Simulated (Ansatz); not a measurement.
## CdS: a vibration from a frozen displacement

The calculation used DFT r2SCAN, scalar-relativistic, plane waves, PAW (Ansatz 0.2.0). Settings: plane waves to 500 eV, k-mesh 8×8×8 (Γ-centred), Gaussian smearing 0.05 eV. No spin polarisation. Energies are free energies at this smearing, counted from the undisturbed cell; pressure is positive in compression.

The starting cell (as given, not relaxed at this level; it stands at 1.9 GPa; this zinc-blende form isn't the usual structure):

```xyz
2
Lattice="0.0000 2.9100 2.9100 2.9100 0.0000 2.9100 2.9100 2.9100 0.0000" Properties=species:S:1:pos:R:3 pbc="T T T"
Cd    0.0000    0.0000    0.0000
S     4.3650    4.3650    4.3650
```

Every S atom is moved by x along the Cartesian unit vector (0.000, -0.707, -0.707); the cell and all other atoms stay fixed. The cell's volume is 49.28 Å³; the moved atoms weigh 32.060 u together and the others 112.414 u. Some rows repeat others by symmetry and weren't run.

```
  x (Å)  ΔE (meV/cell) total force on the moved atoms along the move (eV/Å) pressure (GPa)
-0.3000         256.48                                                1.8250          4.2592
-0.2625         193.26                                                1.5500          3.6943
-0.2250         140.00                                                1.2934          3.2128
-0.1875          96.05                                                1.0530          2.8111
-0.1500          60.86                                                0.8260          2.4866
-0.1125          33.96                                                0.6100          2.2367
-0.0750          15.01                                                0.4021          2.0596
-0.0375           3.74                                                0.1997          1.9539
 0.0000           0.00                                                0.0000          1.9188
 0.0375           3.74                                               -0.1997          1.9539
 0.0750          15.01                                               -0.4021          2.0596
 0.1125          33.96                                               -0.6100          2.2367
 0.1500          60.86                                               -0.8260          2.4866
 0.1875          96.05                                               -1.0530          2.8111
 0.2250         140.00                                               -1.2934          3.2128
 0.2625         193.26                                               -1.5500          3.6943
 0.3000         256.48                                               -1.8250          4.2592
```

**Question.** What frequency belongs to this motion?

**Answer.** The force constant is k = −dF/dx = 5.325 eV/Å², from the parabola through x = -0.0375, 0 and 0.0375. In every cell the moved atoms swing against the rest, so the mass is μ = m₁m₂/(m₁ + m₂) = 24.946 u, and ν̃ = 521.5 cm⁻¹ × √(|k|/μ) = 241 cm⁻¹, at this cell's pressure of 1.9 GPa. To first order in x, and within 1 %, the force on every atom lies along the move and, within each of the two groups, in proportion to the atom's mass, so this is itself a mode at the zone centre of this cell, taken without macroscopic field (the transverse frequency in a polar insulator).

**Question.** How far does the harmonic law reach?

**Answer.** At x = -0.300 Å, kx²/2 = 239.62 meV against the computed 256.48 meV (+7.0 %): the well is still close to harmonic there.

**Question.** The pressure changes with x². What does that say about the frequency under compression?

**Answer.** With E = k(V)x²/2, k ∝ V^(−2γ) and x scaling with the cell as V^(1/3), P − P0 = −∂E/∂V = (2γ − 2/3) ΔE/V. At x = 0.0750 Å, V(P − P0) = 49.28 × 0.14082 / 160.2 eV = 43.32 meV and ΔE = 15.01 meV, so γ = 1/3 + V(P − P0)/(2ΔE) = 1.78. This is the Grüneisen parameter of the motion under uniform scaling of the cell: shrinking the cell evenly by 1 % in volume raises the frequency by about 1.78 %.